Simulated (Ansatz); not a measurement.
# ZrB2 under changes of volume

One of the cells (10.249 Å³/atom); the others are scaled copies at fixed shape and fractional positions:

```xyz
3
Lattice="3.1700 0.0000 0.0000 -1.5850 2.7453 0.0000 0.0000 0.0000 3.5330" Properties=species:S:1:pos:R:3 pbc="T T T"
Zr    0.0000    0.0000    0.0000
B     1.5850    0.9151    1.7665
B     0.0000    1.8302    1.7665
```

| Quantity | Value |
| --- | --- |
| Program | Ansatz 0.2.0 |
| Functional | LDA |
| Potentials or basis | all-electron LAPW, scalar-relativistic |
| Cutoff | 258 eV (chosen from the basis error) |
| Basis error allowed | 0.002 eV/atom |
| k mesh | 10 × 10 × 8 |
| Occupations | fermi-dirac, width 0.05 eV |
| Spin | no spin polarisation |

| volume (Å³/atom) | energy over the lowest point (meV/atom) | pressure (GPa) |
| --- | --- | --- |
| 9.634 | 5.28 | 7.1 |
| 9.839 | 0.00 | 1.3 |
| 10.044 | ? | ? |
| 10.249 | 10.07 | -8.8 |
| 10.454 | 24.11 | -13.1 |
| 10.659 | 43.39 | -17.0 |
| 10.864 | 67.42 | -20.5 |

Question: What does the run at 10.044 Å³/atom give?

Answer: Energy over the lowest point 1.82 meV/atom; pressure -4.0 GPa.

Worked out: A Birch-Murnaghan fit of order 3 (a polynomial in V^(-2/3)) to the other rows has its minimum at 9.89 Å³/atom with B0 = V·E''(V) = 261 GPa and B' = 3.9 at fixed shape and positions, which overstates the stiffness. It gives 1.83 meV/atom at 10.044 Å³/atom, against the run's 1.82, and -dE/dV = -4.0 GPa, against -4.0.

Energies are extrapolated to zero smearing.
